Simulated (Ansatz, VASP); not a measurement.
## Ti3Al in VASP and in Ansatz

The input INCAR:

```
ALGO = Normal ; EDIFF = 1E-6
ENCUT = 520 ; GGA = PS
ISIF = 2 ; ISMEAR = -1
IVDW = 13 ; LASPH = T
LCHARG = F ; LREAL = F
LWAVE = F ; NBANDS = 28
NELM = 100 ; PREC = Accurate
SIGMA = 0.15
```

The input KPOINTS:

```
k-points
0
Gamma
  6 6 6
```

File POSCAR:

```
Ti3Al
1.0
    0.0000000000      3.2425178928      3.2425178928
    3.2425178928      0.0000000000      3.2425178928
    3.2425178928      3.2425178928      0.0000000000
Ti Al
3 1
Direct
    0.7500000000      0.7500000000      0.7500000000
    0.2500000000      0.2500000000      0.2500000000
    0.0000000000      0.0000000000      0.0000000000
    0.5000000000      0.5000000000      0.5000000000
```

Input for Ansatz:

```yaml
crystal:
  lattice:
    - [0.0, 3.2425178928279363, 3.2425178928279363]
    - [3.2425178928279363, 0.0, 3.2425178928279363]
    - [3.2425178928279363, 3.2425178928279363, 0.0]
  atoms:
    - { symbol: Ti, position: [0.75, 0.75, 0.75] }
    - { symbol: Ti, position: [0.25, 0.25, 0.25] }
    - { symbol: Ti, position: [0.0, 0.0, 0.0] }
    - { symbol: Al, position: [0.5, 0.5, 0.5] }
basis:
  ecutwfc: 500.0
kpoints:
  mp_grid:
    grid: [6, 6, 6]
hamiltonian:
  xc: pbesol
  dispersion: d4
scf:
  occupations:
    method: fermi_dirac
    width: 0.15
output:
  stress: true
```

The cell comes from a database or a generator and needn't be the stable form of this composition.

Alike in both runs: task single point; functional PBEsol; dispersion D4; k mesh 6 × 6 × 6; occupations fermi-dirac, width 0.15 eV; no spin polarisation.

|  | VASP | Ansatz |
| --- | --- | --- |
| version | VASP 6.6.1 | Ansatz 0.2.0 |
| potentials or method | VASP PAW PBE potentials, release 64 (Ti_sv, Al) | plane waves, PAW |
| plane-wave cutoff (eV) | 520 | 500 |
| valence electrons in the cell | 39 | 39 |

```tsv
	VASP	Ansatz	Ansatz less VASP
pressure (GPa)	-6.5	-6.5	+0.05
dispersion energy (meV/atom)	-138.4	-138.5	-0.12
```

Caveats: the PAW data sets were made with another functional, which shifts forces and pressure a little (VASP); pairwise dispersion overbinds metals, which lowers pressure and volume.
